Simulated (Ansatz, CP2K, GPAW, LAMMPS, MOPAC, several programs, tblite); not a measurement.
**What cheap methods get right for LiCl**

How much accuracy does each second buy? LiCl is computed with 12 methods, from the cheapest up to r2SCAN.

Method: no spin polarisation, static lattice; gaps from single points on the cell relaxed beforehand with r²SCAN, in LAMMPS, MOPAC, tblite, CP2K, GPAW, Ansatz (versions at each run).

## Step 1: The structure to begin with

The structure is cubic, space group F-43m (No. 216). The conventional cell has a = 5.466 Å, b = 5.466 Å, c = 5.466 Å, α = 90.00°, β = 90.00°, γ = 90.00°. Li (site symmetry -43m) is surrounded by 4 Cl at 2.37 Å. Around Cl (site symmetry -43m) lie 4 Li at 2.37 Å.

Coordinates:

```
CELL_PARAMETERS angstrom
0.00000 2.73304 2.73304
2.73304 0.00000 2.73304
2.73304 2.73304 0.00000
ATOMIC_POSITIONS crystal
Li 0.00000 0.00000 0.00000
Cl 0.25000 0.25000 0.25000
```

The structure type (zincblende) is imposed and need not be the compound's stable one.

**Question.** The methods are ffield.eim, PM6, PM7, GFN1-xTB (tblite), GFN2-xTB (tblite), PBE/DZVP, PBE/single-zeta, PBE/SZV, coarse PBE, GLLB-SC, PBE, r2SCAN. What gap does r2SCAN give on this cell, and which other methods (full PBE left aside) come nearest to r2SCAN and farthest in gap, volume and bulk modulus?

| quantity | value |
| --- | --- |
| r2SCAN | gap 6.71 eV, 20.41 Å³/atom, B₀ 26 GPa |
| gap: nearest and farthest of the other methods | coarse PBE (-0.67 eV), PM6 (+4.74 eV) |
| volume: nearest and farthest of the other methods | GFN2-xTB (tblite) (-1.3 %), PBE/SZV (+10.9 %) |
| bulk modulus: nearest and farthest of the other methods | PBE/SZV (-6 %), ffield.eim (+460 %) |

What this shows: Among the 9 methods compared for the gap (full PBE left aside), coarse PBE is nearest to r2SCAN and PM6 farthest. For the volume, of the 7 methods compared (full PBE left aside), GFN2-xTB (tblite) comes nearest to r2SCAN and PBE/SZV is farthest. Among the 7 methods compared for the bulk modulus (full PBE left aside), PBE/SZV is nearest to r2SCAN and ffield.eim farthest. A minimal basis or a coarse cutoff and mesh shifts results by its own error, so closeness to r2SCAN can be chance. Cluster runs see only the k-points that fold onto the zone centre, so their gaps can miss the band edges. GLLB-SC is compared with its derivative discontinuity added. No volume is given for PM6, PBE/single-zeta, which can hide a larger miss. CPU times run from 0.13 s (ffield.eim) to 16 s (PBE/DZVP). On this cell PM6, PM7, GFN2-xTB (tblite), PBE/DZVP, PBE/SZV, GLLB-SC cost more than r2SCAN itself (3.9 s), so they are no saving here. r2SCAN is a yardstick, not the truth: it usually gives gaps below the measured ones.
